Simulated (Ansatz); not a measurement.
# How much does P in Ru(0001), 2x2 scatter?, part 3 of 3

Aim: the resistance that P in Ru(0001), 2x2 adds to the host.

Ansatz 0.2.0; Ansatz plane-wave DFT, PBE, PAW files; ballistic transport by layer matching (Landauer), zero bias; PAW set soft_1 (the session's first sound run).

So far, resistivity per at.% scaled from this dense plane, with the factor 3/4 for isotropic scattering (µΩ cm): step 3 (resistance at ideal sites) 5.90.

## 5. Transmission after relaxation, relaxed yes

The transmission is solved again on the relaxed atoms.

This step: Ansatz plane-wave DFT, PBE, PAW files; ballistic transport by layer matching (Landauer), zero bias; PAW set soft_1 (Ansatz 0.2.0).

input.yaml reads:

```yaml
crystal:
  lattice:
    - [5.4116, 0.0, 0.0]
    - [-2.7058, 4.6865830751, 0.0]
    - [0.0, 0.0, 34.2552]
  atoms:
    - { symbol: Ru, position: [0.1666666667, 0.3333333333, 0.03125] }
    - { symbol: Ru, position: [0.1666666667, 0.8333333333, 0.03125] }
    - { symbol: Ru, position: [0.6666666667, 0.3333333333, 0.03125] }
    - { symbol: Ru, position: [0.6666666667, 0.8333333333, 0.03125] }
    - { symbol: Ru, position: [0.3333333333, 0.1666666667, 0.09375] }
    - { symbol: Ru, position: [0.3333333333, 0.6666666667, 0.09375] }
    - { symbol: Ru, position: [0.8333333333, 0.1666666667, 0.09375] }
    - { symbol: Ru, position: [0.8333333333, 0.6666666667, 0.09375] }
    - { symbol: Ru, position: [0.1666666667, 0.3333333333, 0.15625] }
    - { symbol: Ru, position: [0.1666666667, 0.8333333333, 0.15625] }
    - { symbol: Ru, position: [0.6666666667, 0.3333333333, 0.15625] }
    - { symbol: Ru, position: [0.6666666667, 0.8333333333, 0.15625] }
    - { symbol: Ru, position: [0.3333333333, 0.1666666667, 0.21875] }
    - { symbol: Ru, position: [0.3333333333, 0.6666666667, 0.21875] }
    - { symbol: Ru, position: [0.8333333333, 0.1666666667, 0.21875] }
    - { symbol: Ru, position: [0.8333333333, 0.6666666667, 0.21875] }
    - { symbol: Ru, position: [0.1666666667, 0.3333333333, 0.28125] }
    - { symbol: Ru, position: [0.1666666667, 0.8333333333, 0.28125] }
    - { symbol: Ru, position: [0.6666666667, 0.3333333333, 0.28125] }
    - { symbol: Ru, position: [0.6666666667, 0.8333333333, 0.28125] }
    - { symbol: Ru, position: [0.3330670815, 0.1669329185, 0.3437691067] }
    - { symbol: Ru, position: [0.3330670815, 0.666134163, 0.3437691067] }
    - { symbol: Ru, position: [0.833865837, 0.1669329185, 0.3437691067] }
    - { symbol: Ru, position: [0.8333333333, 0.6666666667, 0.3443322187] }
    - { symbol: Ru, position: [0.1666666667, 0.3333333333, 0.4067483153] }
    - { symbol: Ru, position: [0.1667491928, 0.8333745964, 0.4064222943] }
    - { symbol: Ru, position: [0.6666254036, 0.3332508072, 0.4064222943] }
    - { symbol: Ru, position: [0.6666254036, 0.8333745964, 0.4064222943] }
    - { symbol: Ru, position: [0.3319523257, 0.1680476743, 0.469118002] }
    - { symbol: Ru, position: [0.3319523257, 0.6639046513, 0.469118002] }
    - { symbol: Ru, position: [0.8360953487, 0.1680476743, 0.469118002] }
    - { symbol: Ru, position: [0.8333333333, 0.6666666667, 0.4685359298] }
    - { symbol: P, position: [0.1666666667, 0.3333333333, 0.5313281843] }
    - { symbol: Ru, position: [0.1607401664, 0.8303700832, 0.5313112355] }
    - { symbol: Ru, position: [0.6696299168, 0.3392598336, 0.5313112355] }
    - { symbol: Ru, position: [0.6696299168, 0.8303700832, 0.5313112355] }
    - { symbol: Ru, position: [0.331985163, 0.168014837, 0.593518554] }
    - { symbol: Ru, position: [0.331985163, 0.6639703261, 0.593518554] }
    - { symbol: Ru, position: [0.8360296739, 0.168014837, 0.593518554] }
    - { symbol: Ru, position: [0.8333333333, 0.6666666667, 0.5940874906] }
    - { symbol: Ru, position: [0.1666666667, 0.3333333333, 0.655862116] }
    - { symbol: Ru, position: [0.1662971401, 0.83314857, 0.6562169399] }
    - { symbol: Ru, position: [0.66685143, 0.3337028599, 0.6562169399] }
    - { symbol: Ru, position: [0.66685143, 0.83314857, 0.6562169399] }
    - { symbol: Ru, position: [0.3333333333, 0.1666666667, 0.71875] }
    - { symbol: Ru, position: [0.3333333333, 0.6666666667, 0.71875] }
    - { symbol: Ru, position: [0.8333333333, 0.1666666667, 0.71875] }
    - { symbol: Ru, position: [0.8333333333, 0.6666666667, 0.71875] }
    - { symbol: Ru, position: [0.1666666667, 0.3333333333, 0.78125] }
    - { symbol: Ru, position: [0.1666666667, 0.8333333333, 0.78125] }
    - { symbol: Ru, position: [0.6666666667, 0.3333333333, 0.78125] }
    - { symbol: Ru, position: [0.6666666667, 0.8333333333, 0.78125] }
    - { symbol: Ru, position: [0.3333333333, 0.1666666667, 0.84375] }
    - { symbol: Ru, position: [0.3333333333, 0.6666666667, 0.84375] }
    - { symbol: Ru, position: [0.8333333333, 0.1666666667, 0.84375] }
    - { symbol: Ru, position: [0.8333333333, 0.6666666667, 0.84375] }
    - { symbol: Ru, position: [0.1666666667, 0.3333333333, 0.90625] }
    - { symbol: Ru, position: [0.1666666667, 0.8333333333, 0.90625] }
    - { symbol: Ru, position: [0.6666666667, 0.3333333333, 0.90625] }
    - { symbol: Ru, position: [0.6666666667, 0.8333333333, 0.90625] }
    - { symbol: Ru, position: [0.3333333333, 0.1666666667, 0.96875] }
    - { symbol: Ru, position: [0.3333333333, 0.6666666667, 0.96875] }
    - { symbol: Ru, position: [0.8333333333, 0.1666666667, 0.96875] }
    - { symbol: Ru, position: [0.8333333333, 0.6666666667, 0.96875] }
kpoints:
  mp_grid: { grid: [5, 5, 1] }
hamiltonian:
  xc: pbe
  pseudopotentials: { kind: paw, azcp: { folder: soft_1 } }
scf:
  occupations: { method: fermi_dirac, width: 0.1 }
output:
  transmission:
    leads: [[0, 8]]
    kmesh: [10, 10]
    e_range: [-0.05, 0.05]
    de: 0.05
  write_potential: true
  write_density: true
  volumetric_format: npy
```

Launch:

```sh
$ ansatz run input.yaml --threads 4 --pin off --max-ram 15360MiB --backend cpu --events-out ev --progress --plain --runs-dir out
```

Numbers of over 12 decimals in the logs are rounded to 6 here.

Output:

```text
[...]
Crystal: 64 atoms, lattice volume = 868.777 Å³
Basis set: ecut = 420 eV, 16909 PW (Γ)
Bands: 608, of which v1, the nominal top of the filled ones, is band 507 counted from 1 (506 counted from 0)
Symmetry: 6 space group operations
[...]
k-points: 5 of 25 (time reversal used)
[...]
SCF iter   1: F=—  HF=-371154.380574 eV  |F-HF|=—  |Δ(HF+E_count)|=         —  Δρ=1.20e-1  dr2=1.24e2  ethr=3.10e-3  ⟨swp⟩=5.0  Hψ=9987  notcnv=0  defer=3
[...]
SCF iter  10: F=-371115.756126 eV  HF=-371115.756126 eV  |F-HF|=3.09e-8  |Δ(HF+E_count)|=   1.46e-9  Δρ=3.79e-7  dr2=3.12e-8  ethr=9.87e-12  ⟨swp⟩=2.0  Hψ=4295  notcnv=0
SCF 1 converged in 10 iterations: F = -371115.756126 eV  dr2 = 3.12e-8
[...]
transmission: 89 of 882 steps passed
transmission: 179 of 882 steps passed
[...]
transmission: 882 of 882 steps passed
SCF converged after 10 iterations
Free energy (F): -371115.756126 eV
[...]
Internal energy: -371113.654929 eV  (E = F + TS)
E sigma→0 (E₀):  -371114.705527 eV
Entropy (-TS):   -2.101196 eV (-32.831 meV/atom)
Fermi energy:    23.191480 eV
[...]
--- Band table (eV; the first three rows and the last of 5) ---
  k-point 0: bands = [... 503 lower, 23.9312, 23.9587, 23.9620, 23.9620, 23.9863, 24.0629, 24.0629, 24.1284, ... 97 higher]
  k-point 1: bands = [... 503 lower, 23.4587, 23.5137, 23.6798, 23.6937, 23.7108, 23.7257, 23.7288, 23.7320, ... 97 higher]
  k-point 2: bands = [... 503 lower, 22.9224, 22.9455, 22.9866, 23.0242, 23.0312, 23.1438, 23.1497, 23.2364, ... 97 higher]
  k-point 4: bands = [... 503 lower, 22.8299, 22.8585, 22.8713, 22.9517, 23.0397, 23.0979, 23.1636, 23.1911, ... 97 higher]
--- Transmission ---
  basis      : 223 plane waves across, 63 finite elements along
  points     : 14, standing for a mesh of 10 x 10
[...]
channels       : 5.280000e0 a spin
[...]
junction   : crystal 0 to crystal 0, -0.70 to 29.27 Å
    transmission   : 3.157137e0 a spin
[...]
```

Wall time 5.4 min (4 threads of Arm Neoverse V1, shared host); peak memory 8 GiB.

Numbers from this step:

| Quantity | Value |
| --- | --- |
| free energy | -371115.7561 eV |
| energy at zero smearing | -371114.7055 eV |
| transmission per spin nearest the Fermi level | 3.157 |
| open channels per spin nearest the Fermi level | 5.28 |
| step of the lead's potential | 3.5 meV |

Per spin. Table of transmission, zone mean by energy, zero at the Fermi level:

```csv
energy (eV),"transmission, zone mean"
-0.0500,3.13
0.0000,3.16
0.0500,3.39
```

Transmission over k1 and k2. At 0.0000 eV from the Fermi level.

Values, 10 rows by 10 columns:
```
2.31 3.36 2.94 2.52 2.94 3.36 2.31 1.20 0.90 1.20
2.04 2.94 2.96 2.74 2.74 2.96 2.94 2.04 0.90 0.90
2.04 2.52 2.74 4.29 5.93 4.29 2.74 2.52 2.04 1.20
2.31 2.94 2.74 5.93 7.90 7.90 5.93 2.74 2.94 2.31
4.16 3.36 2.96 4.29 7.90 8.37 7.90 4.29 2.96 3.36
2.31 2.31 2.94 2.74 5.93 7.90 7.90 5.93 2.74 2.94
2.04 1.20 2.04 2.52 2.74 4.29 5.93 4.29 2.74 2.52
2.04 0.90 0.90 2.04 2.94 2.96 2.74 2.74 2.96 2.94
2.31 1.20 0.90 1.20 2.31 3.36 2.94 2.52 2.94 3.36
4.16 2.31 2.04 2.04 2.31 4.16 2.31 2.04 2.04 2.31
```
Columns: k1 (b1) from -0.5 to 0.4; rows upwards: k2 (b2) from -0.5 to 0.4.

Over the solved energies the transmission per spin lies between 3.13 and 3.39, out of 5.48 channels of the lead on average (up to 6).

## 6. Resistance after relaxation

This step: Ansatz plane-wave DFT, PBE, PAW files; ballistic transport by layer matching (Landauer), zero bias; area resistance of the defect plane and resistivity an atomic per cent; PAW set soft_1 (Ansatz 0.2.0).

Numbers from this step:

```yaml
area_resistance: 0.4174 fΩ m²
t_over_the_leads_mean_channel_count: 0.5886
resistivity_per_at_scaled_from_this_dense_plane_with_the_factor_3_over_4_for_isotropic_scattering: 5.849 µΩ cm
```

Averaged over the energies near the Fermi level, 58.9 % of the channels pass, which makes 0.417 fΩ m², against 0.421 on ideal sites.

## 7. Outcome

```yaml
share_of_channels_that_pass_rigid: 0.568
area_resistance_rigid: 0.421 fΩ m²
resistivity_per_at_from_the_area_resistance_times_3_over_4_rigid: 5.90 µΩ cm
share_of_channels_that_pass_relaxed: 0.589
area_resistance_relaxed: 0.417 fΩ m²
resistivity_per_at_from_the_area_resistance_times_3_over_4_relaxed: 5.85 µΩ cm
```

The plane of defects adds 0.42 fΩ m². Scaled to one atomic per cent that is 7.8 µΩ cm as it stands and 5.8 with the factor 3/4 for isotropic scattering on a spherical Fermi surface; with the reflection in place of the resistance taken as linear in the density it would be 3.4. These are rough estimates of the dilute value, not bounds. One P in each 2x2 cell reflects 41 % of the lead's channels. The relaxed cell differs by -0.83 % in resistance; between the two runs the lead's own channel count goes from 5.92 to 5.48, so sampling may have a part in it. The defects form a dense periodic sheet that scatters coherently, unlike a dilute random alloy. T and N are means over the solved energies nearest the Fermi level.

[Logs are printed without paths, hosts, clocks, repeated set-up lines and the standing remarks that a program may print on its own settings, such as how far it seeks lower states.]

[Hosts, paths, dates, database ids (printed as entryN), source tags and the programs' standing remarks are cut or masked in the printed files.]
